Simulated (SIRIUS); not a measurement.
## Zr under changes of volume

One of the cells (24.193 Å³/atom); the others are scaled copies at fixed shape and fractional positions:

```xyz
1
Lattice="-1.8220 1.8220 1.8220 1.8220 -1.8220 1.8220 1.8220 1.8220 -1.8220" Properties=species:S:1:pos:R:3 pbc="T T T"
Zr    0.0000    0.0000    0.0000
```

This isn't the form of Zr at room conditions, which is hcp.

- Program: SIRIUS 7.12.0
- Functional: PBEsol
- Potentials or basis: PseudoDojo 0.4.1 PBEsol standard (scalar relativistic)
- Cutoff: 915 eV
- Density cutoff: 3659 eV
- k mesh: 10 × 10 × 10
- Occupations: fermi-dirac, width 0.05 eV
- Spin: no spin polarisation

```csv
volume (Å³/atom),energy over the lowest point (meV/atom),pressure (GPa)
22.296,0.00,-2.3
22.770,9.80,-4.0
23.245,24.37,-5.5
24.193,65.69,-8.2
24.668,91.85,-9.4
25.142,?,?
```

**Question.** What does the run at 25.142 Å³/atom give?

**Answer.** Energy over the lowest point 121.42 meV/atom; pressure -10.5 GPa.

Worked out: A Birch-Murnaghan fit of order 3 (a polynomial in V^(-2/3)) to the other rows has its minimum at 21.66 Å³/atom, just outside them, with B0 = V·E''(V) = 91 GPa and B' = 3.5. It gives 121.10 meV/atom at 25.142 Å³/atom, against the run's 121.42, and -dE/dV = -10.4 GPa, against -10.5.

Energies are extrapolated to zero smearing.
